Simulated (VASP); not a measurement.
## Shielding tensors and field gradients of BN

What are the shielding tensors of BN? The cell has space group P6_3/mmc. The start is a cell from a database of measured crystal structures.

Method: PBE; plane waves and PAW (N, B), in the first sound run; inputs show where later runs differ, in VASP 6.6.1.

Most raw output is cut from this account.

The database entry behind the starting cell differs from later determinations by our own check (about 0.3 % short, minor phase), so it need not match the best structure at ambient conditions.

## 1. The starting structure

It takes space group P6_3/mmc (No. 194, hexagonal). Conventional cell: a = 2.498 Å, b = 2.498 Å, c = 6.636 Å, α = 90.00°, β = 90.00°, γ = 120.00°. Nearest to N lie 3 B at 1.44 Å. Nearest to B lie 3 N at 1.44 Å. Farther neighbours and most contacts between anions are not listed.

## 2. Ground state

A ground-state run shows first whether the cell has a gap, which the next steps need; its size sets how fine their mesh has to be.

File INCAR:

```
SYSTEM = BN
PREC = Accurate
ENCUT = 520
EDIFF = 1E-07
NELM = 100
ISMEAR = 0
SIGMA = 0.01
LREAL = .FALSE.
ALGO = Normal
GGA = PE
NBANDS = 14
LORBIT = 11
LWAVE = .FALSE.
LCHARG = .FALSE.
KPAR = 2
```

File POSCAR:

```
BN
1.0
    2.4982400000      0.0000000000      0.0000000000
   -1.2491200000      2.1635393048      0.0000000000
    0.0000000000      0.0000000000      6.6357000000
N B
2 2
Direct
    0.6666666667      0.3333333333      0.2500000000
    0.3333333333      0.6666666667      0.7500000000
    0.6666666667      0.3333333333      0.7500000000
    0.3333333333      0.6666666667      0.2500000000
```

File KPOINTS:

```
Automatic mesh
0
Gamma
9 9 3
0 0 0
```

Potentials, in the order of the species: N and B (PBE family, release 64).

Started as:

```bash
mpirun -np 2 vasp_std
```

Elapsed: 3.8 s, on 2 MPI ranks of Intel Xeon 6975P-C (Granite Rapids), shared host; peak memory 0.27 GiB.

The gap is read on the k-mesh alone, so it is an upper bound where the band edges lie off the mesh.

A gap read on the k-mesh alone can miss the band edges.

This step gave:

```yaml
free_energy_toten: -35.14 eV
fermi_energy: 2.384 eV
pressure: 5.225 GPa
gap_on_the_k_mesh: 4.420 eV
least_direct_gap_on_the_k_mesh: 4.705 eV
```

The cell has a gap of 4.42 eV on this mesh and a pressure of +5.2 GPa, which holds the misfit of the given cell and coordinates with this functional, and any error of cutoff, mesh and data sets.

## 3. Shielding tensors

This step: chemical shifts by linear response (GIPAW), PBE; plane waves and PAW (N, B) (VASP 6.6.1).

LCHIMAG computes the induced currents by linear response. It needs tightly converged orbitals and a cutoff well above the default; LEFG adds the field gradients at no cost.

File INCAR:

```
SYSTEM = BN
PREC = Accurate
ENCUT = 560
EDIFF = 1E-09
NELM = 100
ISMEAR = 0
SIGMA = 0.01
LREAL = .FALSE.
ALGO = Normal
GGA = PE
NBANDS = 14
LWAVE = .FALSE.
LCHARG = .FALSE.
KPAR = 2
LCHIMAG = .TRUE.
LEFG = .TRUE.
DQ = 0.001
ICHIBARE = 1
LNMR_SYM_RED = .TRUE.
```

POSCAR is that of step 2.

KPOINTS is that of step 2.

Started as:

```bash
mpirun -np 2 vasp_std
```

It took 2.8 min on 2 MPI ranks; peak memory 0.51 GiB; 5.2 min of CPU time.

This step gave:

```yaml
pressure: 5.149 GPa
```

Valence and core; the G = 0 term is that of a spherical sample. NMR shielding, by row:

| atom | isotropic shielding (ppm) | span (ppm) | skew | isotropic shielding without the G = 0 term (ppm) |
| --- | --- | --- | --- | --- |
| N1 | 117.2 | 225.6 | 0.9998 | 107.6 |
| N2 | 117.2 | 225.6 | 0.9998 | 107.6 |
| B3 | 67.36 | 43.51 | 0.9989 | 57.81 |
| B4 | 67.36 | 43.51 | 0.9989 | 57.81 |

Ordered as |Vzz| ≥ |Vxx| ≥ |Vyy|, the program's way. Electric field gradients, by row:

| atom | Vxx (V/Å²) | Vyy (V/Å²) | Vzz (V/Å²) | asymmetry |
| --- | --- | --- | --- | --- |
| N1 | -1.342 | -1.341 | 2.684 | 0.001 |
| N2 | -1.342 | -1.341 | 2.684 | 0.001 |
| B3 | -17.53 | -17.53 | 35.06 | 0 |
| B4 | -17.53 | -17.53 | 35.06 | 0 |

## 4. Another functional, PAW release LDA 64

This step: chemical shifts by linear response (GIPAW), LDA; plane waves and PAW (N, B) (VASP 6.6.1).

The functional is changed, to see how much the shieldings depend on it.

Edit INCAR of step 3 so:

```diff
@@ -9,3 +9,3 @@
 ALGO = Normal
-GGA = PE
+GGA = CA
 NBANDS = 14
```

POSCAR is that of step 3.

KPOINTS is that of step 3.

Potentials, in the order of the species: N and B (LDA family, release 64).

Started as:

```bash
mpirun -np 2 vasp_std
```

Wall time 2.8 min (2 MPI ranks); peak memory 0.5 GiB; 5.2 min of CPU time.

Numbers from this step:

| Item | Value |
| --- | --- |
| free energy (TOTEN) | -38.58 eV |
| Fermi energy | 2.252 eV |
| pressure | -2.545 GPa |
| gap on the k-mesh | 4.238 eV |
| least direct gap on the k-mesh | 4.52 eV |

Valence and core; the G = 0 term is that of a spherical sample. NMR shielding, by row:

| atom | isotropic shielding (ppm) | span (ppm) | skew | isotropic shielding without the G = 0 term (ppm) |
| --- | --- | --- | --- | --- |
| N1 | 107.7 | 238.6 | 1 | 98.2 |
| N2 | 107.7 | 238.6 | 1 | 98.2 |
| B3 | 63.87 | 45.79 | 1 | 54.36 |
| B4 | 63.87 | 45.79 | 1 | 54.36 |

Ordered as |Vzz| ≥ |Vxx| ≥ |Vyy|, the program's way. Electric field gradients, by row:

| atom | Vxx (V/Å²) | Vyy (V/Å²) | Vzz (V/Å²) | asymmetry |
| --- | --- | --- | --- | --- |
| N1 | -3.619 | -3.617 | 7.237 | 0 |
| N2 | -3.619 | -3.617 | 7.237 | 0 |
| B3 | -17.59 | -17.59 | 35.18 | 0 |
| B4 | -17.59 | -17.59 | 35.18 | 0 |

Against the first shielding run the largest change is -9.5 ppm, on N1.

## 5. Summary

This step: chemical shifts by linear response (GIPAW), PBE, LDA; plane waves and PAW (VASP 6.6.1).

Derived from the runs above.

Isotropic shieldings. Cost is wall time times ranks on a shared host. Shieldings by setting:

| run | ENCUT (eV) | k mesh | N1, Wyckoff letter d (ppm) | B3, Wyckoff letter c (ppm) | cost (core minutes) |
| --- | --- | --- | --- | --- | --- |
| first shielding run | 560 | 9x9x3 | 117.2 | 67.36 | 5.6 |
| another functional | 560 | 9x9x3 | 107.7 | 63.87 | 5.53 |

## 6. Summary of results

```json
{
  "N, isotropic shielding": "117.2 ppm",
  "B, isotropic shielding": "67.4 ppm"
}
```

What this shows: At PBE, in the first shielding run, the isotropic shieldings are N 117.2 ppm; B 67.4 ppm. In the first shielding run the widest tensor is that of N1, with a span (largest less smallest principal value) of 226 ppm. The largest field gradient of that run is Vzz = 35.1 V/Å² at B3. Against the first shielding run, the one with another functional moves the shieldings by at most 9.5 ppm. Shifts were not obtained, since a shift is the shielding of a reference compound, computed alike, less these values. The G = 0 term is the part set by the sample's shape, taken here for a sphere. No finer mesh was run, so convergence in it isn't shown. VASP's guide advises LASPH and NLSPLINE for shieldings, which this input doesn't set; the effect wasn't tested. The cell has space group P6_3/mmc. The given cell is kept, although it stands at +5.1 GPa at PBE and ENCUT = 560 eV, which holds the mismatch of the given cell with this functional, any error of the entry itself and any basis-set error.

[Lines on the potential files, build, host, timing and source positions are cut from VASP's logs without a mark.]

[Logs are printed without paths, hosts, clocks, repeated set-up lines and the standing remarks that a program may print on its own settings, such as how far it seeks lower states.]

[Hosts, paths, dates, database ids (printed as entryN), source tags and the programs' standing remarks are cut or masked in the printed files.]
